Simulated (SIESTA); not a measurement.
The system is Al2Ru.

```xyz
3
Lattice="-1.5604 1.5604 4.2218 1.5604 -1.5604 4.2218 1.5604 1.5604 -4.2218" Properties=species:S:1:pos:R:3 pbc="T T T"
Ru    0.0000    0.0000    0.0000
Al    0.0000    0.0000    2.8776
Al    0.0000    0.0000    5.5660
```

The cell comes from a database or a generator and needn't be the stable form of this composition.

- Program: SIESTA 5.4.2
- Task: single point
- Functional: PBEsol
- Potentials or basis: PseudoDojo 0.4 standard (PBEsol files)
- Basis: DZP (energy shift 0.003 Ry; two zetas on semicore shells)
- Grid cutoff: 800 Ry
- Energy shift: 0.003 Ry
- k mesh: 12 × 12 × 12
- Occupations: fermi-dirac, width 0.05 eV
- Spin: no spin polarisation

On this cell: pressure 0.9 GPa; largest force 0.057 eV/Å; band gap on the k mesh none (metal or under the smearing width).

The same run follows on a disturbed copy (atoms moved at random, drawn with an rms of 0.05 Å):

```
Ru Al
1.0
    -1.56042    1.56042    4.22181
     1.56042   -1.56042    4.22181
     1.56042    1.56042   -4.22181
Ru Al
1 2
Direct
  0.01481 0.00199 0.00329
  0.33971 0.33851 0.99676
  0.65565 0.64251 0.98224
```

What changes?

The energy (extrapolated to zero smearing) moves by +9.8 meV/atom; pressure 1.4 GPa; largest force 0.663 eV/Å; band gap on the k mesh none (metal or under the smearing width).

Forces on the atoms (eV/Å):
```
Ru  -0.161 -0.302 -0.568
Al  -0.164  0.102  0.119
Al   0.324  0.200  0.450
```

Stress tensor (GPa, compression positive):
```
1.27 0.08 0.11
0.08 1.29 0.20
0.11 0.20 1.57
```

Caveats: the basis of atomic orbitals isn't converged, which shifts pressures, moduli and gaps.
